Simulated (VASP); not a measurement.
Here is a VASP 6.6.1 calculation.

Contents of run.py:

```python
from ase import Atoms
from ase.calculators.vasp import Vasp
from ase.dft.bandgap import bandgap

atoms = Atoms(
    ['Li'],
    cell=[[0.0, 2.202, 2.202], [2.202, 0.0, 2.202], [2.202, 2.202, 0.0]],
    scaled_positions=[[0.0, 0.0, 0.0]],
    pbc=True,
)
calc = Vasp(
    directory='calc',
    xc='rpbe',
    pp='PBE',
    setups='materialsproject',
    prec='Accurate',
    encut=520,
    ediff=1e-06,
    ismear=0,
    sigma=0.05,
    lreal=False,
    lasph=True,
    nelm=80,
    algo='Normal',
    isif=2,
    lwave=False,
    lcharg=True,
    lelf=True,
    lvhar=True,
    kpts=[10, 10, 10],
    gamma=True,
)
atoms.calc = calc

print('energy (eV):', atoms.get_potential_energy())
print('free energy (eV):', atoms.get_potential_energy(force_consistent=True))
print('forces (eV/A):')
print(atoms.get_forces())
print('stress (eV/A^3, Voigt):', atoms.get_stress())
print('Fermi level (eV):', calc.get_fermi_level())
gap, top, bottom = bandgap(calc)
print('band gap (eV):', gap, 'from (spin, k, band)', top, 'to', bottom)
```

Potentials or basis: VASP PAW PBE potentials, release 64 (Li_sv).

Command:

```console
$ python run.py
```

Task: What does it give for the band gap on the k mesh?

Result: None (metal or under the smearing width).

Caveat: the PAW data sets were made with another functional, which shifts forces and pressure a little.
